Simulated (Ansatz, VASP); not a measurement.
# Cross-check of CdTe between VASP and Ansatz

Wanted: the spread between two codes on one cell, functional and k mesh. The cell is taken from a series of VASP runs on this material, whose earlier steps may have relaxed, scaled or displaced it; both programs get it as it stands. Other levels of theory on this material are compared in a session of their own.

Method: plane waves, with VASP 6.6.1 beside it; single point at LDA, in Ansatz 0.2.0.

## Step 1: Set-up

It takes space group F-43m (No. 216, cubic). The conventional cell has a = 6.410 Å, b = 6.410 Å, c = 6.410 Å, α = 90.00°, β = 90.00°, γ = 90.00°. Nearest to Cd lie 4 Te at 2.78 Å. Te has 4 Cd at 2.78 Å nearest. Farther neighbours and most contacts between anions are not listed.

## Step 2: VASP: single point, LDA

With cell and atoms fixed, the geometry can't cause a difference; cores, projectors, grids and the points listed under the comparison can.

Lines of VASP's logs that name or quote its potential files are left out, and so is its time.

Input file INCAR:

```
SYSTEM = CdTe
PREC = Accurate
ENCUT = 400
EDIFF = 1E-08
NELM = 100
ISMEAR = 0
SIGMA = 0.02
LREAL = .FALSE.
ALGO = Normal
GGA = CA
NBANDS = 15
LORBIT = 11
LWAVE = .FALSE.
LCHARG = .FALSE.
KPAR = 4
```

Input file POSCAR:

```
CdTe
1.0
    0.0000000000      3.2050000000      3.2050000000
    3.2050000000      0.0000000000      3.2050000000
    3.2050000000      3.2050000000      0.0000000000
Cd Te
1 1
Direct
    0.0000000000      0.0000000000      0.0000000000
    0.2500000000      0.2500000000      0.2500000000
```

Input file KPOINTS:

```
Automatic mesh
0
Gamma
8 8 8
0 0 0
```

Input file KPOINTS_OPT:

```
points round the band edges
26
Reciprocal
  0.0000000000   0.0000000000   0.0000000000 1
  0.0000000000   0.0000000000   0.0000000000 1
  0.0000000000  -0.0040807327  -0.0040807327 1
 -0.0000000000   0.0040807327   0.0040807327 1
 -0.0040807327   0.0000000000  -0.0040807327 1
  0.0040807327   0.0000000000   0.0040807327 1
 -0.0040807327  -0.0040807327   0.0000000000 1
  0.0040807327   0.0040807327   0.0000000000 1
  0.0000000000  -0.0153027478  -0.0153027478 1
 -0.0000000000   0.0153027478   0.0153027478 1
 -0.0153027478   0.0000000000  -0.0153027478 1
  0.0153027478   0.0000000000   0.0153027478 1
 -0.0153027478  -0.0153027478   0.0000000000 1
  0.0153027478   0.0153027478   0.0000000000 1
  0.0000000000  -0.0040807327  -0.0040807327 1
 -0.0000000000   0.0040807327   0.0040807327 1
 -0.0040807327   0.0000000000  -0.0040807327 1
  0.0040807327   0.0000000000   0.0040807327 1
 -0.0040807327  -0.0040807327   0.0000000000 1
  0.0040807327   0.0040807327   0.0000000000 1
  0.0000000000  -0.0153027478  -0.0153027478 1
 -0.0000000000   0.0153027478   0.0153027478 1
 -0.0153027478   0.0000000000  -0.0153027478 1
  0.0153027478   0.0000000000   0.0153027478 1
 -0.0153027478  -0.0153027478   0.0000000000 1
  0.0153027478   0.0153027478   0.0000000000 1
```

The projector-augmented-wave data sets are Cd and Te (LDA family, release 64).

On the command line:

```
> mpirun -np 4 vasp_std
```

Numbers of over 12 decimals in the logs are rounded to 6 here.

The program printed:

```text
[banner, memory and clock lines left out]
running    4 mpi-ranks, on    1 nodes
 distrk:  each k-point on    1 cores,    4 groups
 distr:  one band on    1 cores,    1 groups

 POSCAR found type information on POSCAR CdTe
 POSCAR found :  2 types and       2 ions
 LDA part: xc-table for (Slater(with rela. corr.)+CA(PZ))
 , standard interpolation
 POSCAR, INCAR and KPOINTS ok, starting setup
 FFT: planning ... GRIDC
 FFT: planning ... GRID_SOFT
 FFT: planning ... GRID
 WAVECAR not read
 entering main loop
       N       E                     dE             d eps       ncg     rms          rms(c)
DAV:   1     0.867421362653E+02    0.86742E+02   -0.72292E+03   886   0.840E+02
DAV:   2    -0.321266609387E+01   -0.89955E+02   -0.86325E+02  1045   0.231E+02
DAV:   3    -0.626185940231E+01   -0.30492E+01   -0.30445E+01  1080   0.441E+01
DAV:   4    -0.629191267493E+01   -0.30053E-01   -0.30052E-01  1291   0.385E+00
DAV:   5    -0.629197212861E+01   -0.59454E-04   -0.59454E-04  1157   0.160E-01    0.608E+00
DAV:   6    -0.607346197626E+01    0.21851E+00   -0.38664E-01   996   0.827E+00    0.491E+00
DAV:   7    -0.605126711457E+01    0.22195E-01   -0.97306E-02  1031   0.219E+00    0.177E+00
DAV:   8    -0.604931816472E+01    0.19489E-02   -0.10263E-02   961   0.127E+00    0.468E-01
DAV:   9    -0.604903574835E+01    0.28242E-03   -0.75772E-04  1143   0.309E-01    0.126E-01
DAV:  10    -0.604902547195E+01    0.10276E-04   -0.88829E-05   971   0.852E-02    0.567E-02
DAV:  11    -0.604902923682E+01   -0.37649E-05   -0.20912E-05  1089   0.420E-02    0.317E-02
DAV:  12    -0.604902831242E+01    0.92440E-06   -0.20340E-06   991   0.124E-02    0.158E-02
DAV:  13    -0.604902824371E+01    0.68714E-07   -0.58663E-07  1031   0.366E-03    0.284E-03
DAV:  14    -0.604902823756E+01    0.61502E-08   -0.49090E-08  1143   0.248E-03
   1 F= -.60490282E+01 E0= -.60490282E+01  d E =-.132422E-17
 Start KPOINTS_OPT (optional k-point list driver)
k-point batch [1-26\26]
       N       E                     dE             ncg
DAV:   1     0.108958611043E+04    0.20575E+03      780
DAV:   2    -0.143778153356E+04   -0.25274E+04      871
DAV:   3    -0.153680149179E+04   -0.99020E+02      857
DAV:   4    -0.153761574537E+04   -0.81425E+00     1275
DAV:   5    -0.153761789552E+04   -0.21501E-02      983
DAV:   6    -0.153761795279E+04   -0.57271E-04     1331
DAV:   7    -0.153761795303E+04   -0.23849E-06      962
DAV:   8    -0.153761795303E+04   -0.52100E-08      908
```

OUTCAR, selected parts (step 2):

```text
ion  position               nearest neighbor table
   1  0.000  0.000  0.000-   2 2.78   2 2.78   2 2.78   2 2.78
   2  0.250  0.250  0.250-   1 2.78   1 2.78   1 2.78   1 2.78

  LATTYP: Found a face centered cubic cell.
 ALAT       =     6.4100000000

 Subroutine GETGRP returns: Found 24 space group operations
 (whereof 24 operations were pure point group operations)

The static configuration has the point symmetry T_d .

 Found     29 irreducible k-points:

   k-points           NKPTS =     29   k-points in BZ     NKDIM =     29   number of bands    NBANDS=     15

   dimension x,y,z NGX =    30 NGY =   30 NGZ =   30
   dimension x,y,z NGXF=    60 NGYF=   60 NGZF=   60

   ENCUT  =  400.0 eV  29.40 Ry    5.42 a.u.   7.39  7.39  7.39*2*pi/ulx,y,z

   NELECT =      18.0000    total number of electrons

 k-points in reciprocal lattice and weights: Automatic mesh
   0.00000000  0.00000000  0.00000000       0.002
   0.12500000  0.00000000  0.00000000       0.016
   0.25000000  0.00000000  0.00000000       0.016
   0.37500000  0.00000000  0.00000000       0.016
   0.50000000  0.00000000  0.00000000       0.008
   0.12500000  0.12500000  0.00000000       0.012
   0.25000000  0.12500000  0.00000000       0.047
   0.37500000  0.12500000  0.00000000       0.047
   0.50000000  0.12500000  0.00000000       0.047
[...]
-0.37500000  0.50000000  0.12500000       0.023
  -0.25000000  0.50000000  0.25000000       0.012

 average (electrostatic) potential at core
       1 -39.6363       2 -92.0691

 E-fermi :   2.5790

 k-point     1 :       0.0000    0.0000    0.0000
  band No.  band energies     occupation
    ...
      5      -5.6540      2.00000
      6      -5.6540      2.00000
      7       2.4667      2.00000
      8       2.4667      2.00000
      9       2.4667      2.00000
     10       3.1186      0.00000
     11       6.9437      0.00000
     12       6.9437      0.00000
     13       6.9437      0.00000
     14       9.7289      0.00000
    ...

 k-point     2 :       0.1250    0.0000    0.0000
  band No.  band energies     occupation
    ...
      5      -5.6547      2.00000
      6      -5.6547      2.00000
      7       1.1558      2.00000
      8       2.3163      2.00000
      9       2.3163      2.00000
     10       4.0443      0.00000
     11       6.9267      0.00000
     12       7.1667      0.00000
     13       7.1667      0.00000
     14      10.5036      0.00000
    ...

 k-point     3 :       0.2500    0.0000    0.0000
  band No.  band energies     occupation
    ...
      5      -5.6543      2.00000
      6      -5.6543      2.00000
      7      -0.4166      2.00000
      8       2.0010      2.00000
      9       2.0010      2.00000
     10       4.3504      0.00000
     11       7.5171      0.00000
     12       7.5171      0.00000
     13       7.7440      0.00000
     14      10.5525      0.00000
    ...

  Total       -0.0307609     -0.0307609     -0.0307609      0.0000000      0.0000000      0.0000000
  in kB       -0.7485060     -0.7485060     -0.7485060      0.0000000      0.0000000      0.0000000
  external PRESSURE =      -0.7485060 kB  Pullay stress =       0.0000000 kB

  energy-cutoff  :      400.00
  volume of cell :       65.84
      direct lattice vectors                 reciprocal lattice vectors
     0.000000000  3.205000000  3.205000000    -0.156006240  0.156006240  0.156006240
     3.205000000  0.000000000  3.205000000     0.156006240 -0.156006240  0.156006240
     3.205000000  3.205000000  0.000000000     0.156006240  0.156006240 -0.156006240

 POSITION                                       TOTAL-FORCE (eV/Angst)
 -----------------------------------------------------------------------------------
      0.00000      0.00000      0.00000         0.000000      0.000000      0.000000
      1.60250      1.60250      1.60250        -0.000000     -0.000000     -0.000000
 -----------------------------------------------------------------------------------
    total drift:                                0.000001      0.000001      0.000000

  FREE ENERGIE OF THE ION-ELECTRON SYSTEM (eV)
  ---------------------------------------------------
  free  energy   TOTEN  =        -6.0490282376 eV

  energy  without entropy=       -6.0490282376  energy(sigma->0) =       -6.04902824

 total charge
# of ion       s       p       d       tot
------------------------------------------
    1        0.489   0.340   9.517  10.347
    2        1.357   2.064   0.025   3.446
--------------------------------------------------
tot          1.846   2.404   9.542  13.793

[... 3 further parts left out ...]
```

The run ends at a pressure of -0.07 GPa.

## Step 3: Ansatz: single point, LDA

Ansatz runs on its default PAW (the set named soft_2) files.

The same cell, functional (in two slightly different forms), mesh and smearing now go to Ansatz, which takes its cutoff from its data sets.

Input file input.yaml:

```yaml
crystal:
  lattice:
    - [0.0, 3.205, 3.205]
    - [3.205, 0.0, 3.205]
    - [3.205, 3.205, 0.0]
  atoms:
    - { symbol: Cd, position: [0.0, 0.0, 0.0] }
    - { symbol: Te, position: [0.25, 0.25, 0.25] }
hamiltonian:
  xc: lda
  pseudopotentials: { kind: paw }
kpoints:
  mp_grid: { grid: [8, 8, 8] }
scf:
  occupations: { method: gaussian, width: 0.02 }
  n_extra_bands: 4
output:
  forces: true
  stress: true
  eigenvalues: true
```

On the command line:

```
> ansatz run input.yaml --threads 2 --pin off --max-ram 4608MiB --backend cpu --events-out ev --progress --plain --runs-dir out
```

The program printed:

```text
scf.n_extra_bands = 4 over 18 filled bands (N_el = 36.0): the run solves 22 bands
Engine: ansatz 0.2.0, x86_64-unknown-linux-gnu
Pseudopotentials: kind: paw
Pseudopotential: Cd, paw, valence charge 20, recommended cutoff 420 eV (normal), Cd.paw.azcp
Pseudopotential: Te, paw, valence charge 16, recommended cutoff 420 eV (normal), Te.paw.azcp
Functional definition: SPW92
  exchange = slater_x
  correlation = pw_c
Crystal: 2 atoms, lattice volume = 65.844 Å³
Basis set: ecut = 420 eV, 1243 PW (Γ)
Bands: 22, of which v1, the nominal top of the filled ones, is band 18 counted from 1 (17 counted from 0)
Symmetry: 24 space group operations
Space group: F-43m (ITA 216), of the structure as read, at distance tolerance 4.0e-5 Å
k-points: 29 of 512 (time reversal used)
Non-local potential: Cd, projectors of the file, l = 0: 3, l = 1: 2, l = 2: 2, l = 3: 1
Non-local potential: Te, projectors of the file, l = 0: 2, l = 1: 2, l = 2: 2, l = 3: 2
PAW form: soft (Blöchl's): semilocal exchange-correlation on the pseudo side does not see the compensation charge
PAW frozen core: Cd, regenerated for the run's functional, and the local potential with it (the file was generated under x = pbe(κ = 0.804, μ = 0.219515), c = pbe(β = 0.066725))
PAW frozen core: Te, regenerated for the run's functional, and the local potential with it (the file was generated under x = pbe(κ = 0.804, μ = 0.219515), c = pbe(β = 0.066725))
PAW one-centre angular grid: Cd, 590 points (default); XC on 64 Gauss nodes
PAW one-centre angular grid: Te, 590 points (default); XC on 64 Gauss nodes
Initial density: superposition of atomic densities (neutral atoms: chi_scale 0, normalization atom), corrected by the library's trained network
Initial wavefunctions: pseudopotential atomic-orbital guess
Functional: x = slater, c = lda
SCF iter   1: F=—  HF=-14945.818269 eV  |F-HF|=—  |Δ(HF+E_count)|=         —  Δρ=6.59e-3  dr2=2.14e-2  ethr=1.77e-3  ⟨swp⟩=6.3  Hψ=3053  notcnv=0
preconditioner: auto → none  [insulator: Δε(μ)=0.571 eV  Ē_g=11.383 eV  σ=0.020 eV  W_gap=1.00  n_scr=14 (ndim 8)  ℏωp=19.4 eV  f_vac=0.179  D(μ)=0.00/eV (n_scr^D=0)  ε∞_Penn≈3.9]
SCF iter   2: F=—  HF=-14945.810997 eV  |F-HF|=—  |Δ(HF+E_count)|=   7.27e-3  Δρ=2.13e-3  dr2=1.30e-3  ethr=5.94e-5  ⟨swp⟩=3.8  Hψ=1565  notcnv=0
SCF iter   3: F=—  HF=-14945.810903 eV  |F-HF|=—  |Δ(HF+E_count)|=   9.38e-5  Δρ=1.03e-3  dr2=3.08e-4  ethr=3.60e-6  ⟨swp⟩=2.0  Hψ=810  notcnv=0
SCF iter   4: F=—  HF=-14945.810909 eV  |F-HF|=—  |Δ(HF+E_count)|=   5.89e-6  Δρ=3.08e-4  dr2=6.12e-5  ethr=8.55e-7  ⟨swp⟩=2.0  Hψ=869  notcnv=0
SCF iter   5: F=—  HF=-14945.810887 eV  |F-HF|=—  |Δ(HF+E_count)|=   2.18e-5  Δρ=2.23e-5  dr2=2.98e-7  ethr=1.70e-7  ⟨swp⟩=2.0  Hψ=882  notcnv=0
SCF iter   6: F=-14945.810887 eV  HF=-14945.810887 eV  |F-HF|=3.03e-8  |Δ(HF+E_count)|=   8.98e-8  Δρ=9.29e-6  dr2=3.58e-8  ethr=2.78e-10  ⟨swp⟩=6.7  Hψ=2896  notcnv=0
SCF 1 converged in 6 iterations: F = -14945.810887 eV  dr2 = 3.58e-8
  greatest PAW one-centre occupation: 1.000 electrons in one spin orbital (limit 2), on the Cd atom at site 0 (counted from 0), in its partial waves of l = 0
SCF converged after 6 iterations
Free energy (F): -14945.810887 eV
Harris-Foulkes:  -14945.810887 eV  (|F-HF|=3.03e-8)
Internal energy: -14945.810887 eV  (E = F + TS)
E sigma→0 (E₀):  -14945.810887 eV
Fermi energy:    7.923193 eV
--- Per-component energies (eV) ---
  E_band       = -786.150646
  E_kinetic    = 687.568267
  E_local      = -5358.960690  (includes V_loc(G=0)·N_el)
  E_nonlocal   = -263.920583
  E_hartree    = 2700.017621
  E_xc         = -299.547237
  E_vxc        = -326.525311  (∫ρ·V_xc dr)
  E_paw        = -8457.667969  (= ΣΔE_a)
  E_vpaw       = -924.353261  (= ΣTr[D̂ρ^β])
  E_aug_tail   = -0.000224  (compensation charges beyond the density's cutoff)
  E_ewald      = -3954.745301
  E_core_change = 1.445230  (= ΣΔE_core)
  E_smearing   = -0.000000  (= −TS)
  E_closure    = -0.000000  (closes the sum)
  Σ components = -14945.810887   (vs F -14945.810887, Δ=0.00e0)
--- Forces (eV/Å), atoms counted from 1 ---
  atom   1  Cd     0.00000000    -0.00000000    -0.00000000
  atom   2  Te    -0.00000000     0.00000000     0.00000000
  max |Σ_I F_I| component: 1.32e-16 eV/Å
--- Stress (GPa, compression-positive) ---
       -0.028604      -0.000000       0.000000
        0.000000      -0.028604       0.000000
       -0.000000       0.000000      -0.028604
  P = ⅓ Tr σ = -0.0286 GPa (-0.286 kbar)
--- Band table (eV; the first three rows and the last of 29) ---
  k-point 0: bands = [... 14 lower, -0.4784, 7.6172, 7.6172, 7.6172, 8.2284, 12.1318, 12.1318, 12.1318]
  k-point 1: bands = [... 14 lower, -0.4796, 6.2999, 7.4679, 7.4679, 9.1662, 12.0974, 12.3545, 12.3545]
  k-point 2: bands = [... 14 lower, -0.4793, 4.7339, 7.1543, 7.1543, 9.4829, 12.7061, 12.7061, 12.8883]
  k-point 28: bands = [... 14 lower, 0.1230, 3.1990, 5.1350, 5.2441, 11.8848, 12.1763, 13.0839, 13.7997]
```

It took 1.1 s on 2 threads of Intel Xeon 6975P-C (Granite Rapids), shared host; peak memory 0.4 GiB.

The run ends at a pressure of -0.03 GPa.

## Step 4: Side by side

Known differences besides the potentials themselves: the two LDA forms differ slightly; the data sets hold 36 valence electrons in Ansatz (default PAW (the set named soft_2) files) and 18 in VASP; the cutoff is 420 eV in Ansatz and 400 eV in VASP; VASP's log shows a relativistic correction to its local exchange, Ansatz's none. Total energies have different zeros and are not compared.

Compared:

| quantity | Ansatz | VASP | difference |
| --- | --- | --- | --- |
| pressure (GPa) | -0.03 | -0.07 | +0.05 |
| gap on the k mesh (eV) | 0.611 | 0.652 | -0.041 |

A gap on the mesh is an upper bound, since the band edges may lie between its points. Ansatz's pressure holds a Pulay correction of 0.03 GPa; VASP's holds none.

## Step 5: Results

- difference in gap on the k mesh (single point, LDA): -0.041 eV

The difference in gap on the k mesh is -0.041 eV (single point, LDA), within the 0.08 eV picked in this series as the mark of a large difference. 4 further runs of this series are not shown here. How closely two codes agree says nothing of how well the functional describes the real material.

[Lines on the potential files, build, host, timing and source positions are cut from VASP's logs without a mark.]

[Logs are printed without paths, hosts, clocks, repeated set-up lines and the standing remarks that a program may print on its own settings, such as how far it seeks lower states.]

[Hosts, paths, dates, database ids (printed as entryN), source tags and the programs' standing remarks are cut or masked in the printed files.]
